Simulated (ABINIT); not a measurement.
The system is BaTiO3.

```
CELL_PARAMETERS angstrom
3.99980 0.00000 0.00000
0.00000 3.99980 0.00000
0.00000 0.00000 4.01800
ATOMIC_POSITIONS crystal
Ba 0.00000 0.00000 0.00000
Ti 0.50000 0.50000 0.49000
O 0.00000 0.50000 0.51700
O 0.50000 0.00000 0.51700
O 0.50000 0.50000 0.01900
```

* Program: ABINIT 10.8.3 (patched build)
* Task: relaxation of cell and atoms
* Functional: LDA
* Potentials or basis: JTH PAW LDA v2.0
* Cutoff: 626 eV
* k mesh: 5 × 5 × 5
* Occupations: fermi-dirac, width 0.05 eV
* Spin: no spin polarisation

At the start: pressure -7.2 GPa; volume 12.86 Å³/atom.

**Question.** Where does the relaxation end?

**Answer.** Over 19 steps the energy falls by 12.9 meV/atom and the volume is 12.39 Å³/atom (-3.6 %); space group P4mm (No. 99, to 0.05 Å).

The path:
| step | energy change (eV) | largest force (eV/Å) | pressure (GPa) | volume (Å³) |
| --- | --- | --- | --- | --- |
| 1 | 0.0000 | 0.4306 | -7.19 | 64.28 |
| 2 | -0.0490 | 0.2521 | -3.38 | 62.88 |
| 3 | -0.0625 | 0.0642 | 0.33 | 61.67 |
| 4 | -0.0628 | 0.0716 | 0.12 | 61.74 |
| 5 | -0.0637 | 0.0704 | -0.17 | 61.87 |
| 6 | -0.0639 | 0.0627 | -0.09 | 61.86 |
| 7 | -0.0641 | 0.0520 | 0.02 | 61.85 |
| 8 | -0.0642 | 0.0335 | 0.09 | 61.85 |
| 9 | -0.0642 | 0.0210 | 0.08 | 61.87 |
| 10 | -0.0643 | 0.0204 | 0.03 | 61.90 |
| 11 | -0.0643 | 0.0188 | -0.03 | 61.92 |
| 12 | -0.0643 | 0.0156 | -0.07 | 61.94 |
| 13 | -0.0643 | 0.0117 | -0.06 | 61.95 |
| 14 | -0.0644 | 0.0097 | -0.02 | 61.94 |
| 15 | -0.0644 | 0.0077 | 0.00 | 61.93 |
| 16 | -0.0644 | 0.0055 | 0.02 | 61.93 |
| 17 | -0.0644 | 0.0025 | 0.02 | 61.93 |
| 18 | -0.0644 | 0.0005 | 0.01 | 61.94 |
| 19 | -0.0644 | 0.0003 | 0.00 | 61.94 |

Final structure:
```
Ba Ti O
1.0
     3.93475    0.00000    0.00000
     0.00000    3.93475    0.00000
     0.00000    0.00000    4.00066
Ba Ti O
1 1 3
Direct
  0.00000 0.00000 0.00023
  0.50000 0.50000 0.48581
  0.00000 0.50000 0.51605
  0.50000 0.00000 0.51605
  0.50000 0.50000 0.02487
```

Caveat: this set's barium file shifts pressures by 1.5 GPa and gaps by 0.1 eV against other sets; the atomic spheres overlap.
